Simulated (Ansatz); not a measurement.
Reactions of C4H8BF (`C=C(C)B(C)F`).

Program: Ansatz. Geometries: PBE0-D4/def2-TZVP. ΔE: electronic, gas phase. CCSD(T)/CBS is the MP2 limit (def2-TZVPP, def2-QZVPP) plus CCSD(T) − MP2 in def2-TZVPP, frozen cores. This one scheme is used for every species. For Se outer-core shells are correlated without core-valence functions, which leaves a few kJ/mol of doubt a bond. Scalar relativity is left out up to krypton. Each species was taken in one conformer, which may not be the lowest.

Q: Order these by ΔE at CCSD(T)/CBS, lowest first. (An estimate is asked.)
A. `C=C(C)B(C)F` + H₂O → `CB(O)F` + `C=CC`
B. `C=C(C)B(C)F` + H₂Se → `C=C(C)[SeH]` + `CBF`
C. `C=C(C)B(C)F` + H–F → `CB(F)F` + `C=CC`
D. `C=C(C)B(C)F` + `COC=O` → `C=C(C)C(=O)OC` + `CBF`
E. `C=C(C)B(C)F` + `C#C[SiH3]` → `C#C[SiH2]B(C)F` + `C=CC`

A: C (-1.42 eV), A (-1.30 eV), D (+0.21 eV), E (+0.46 eV), B (+0.55 eV).

Largest T1 diagnostic: 0.015, for `COC=O`.
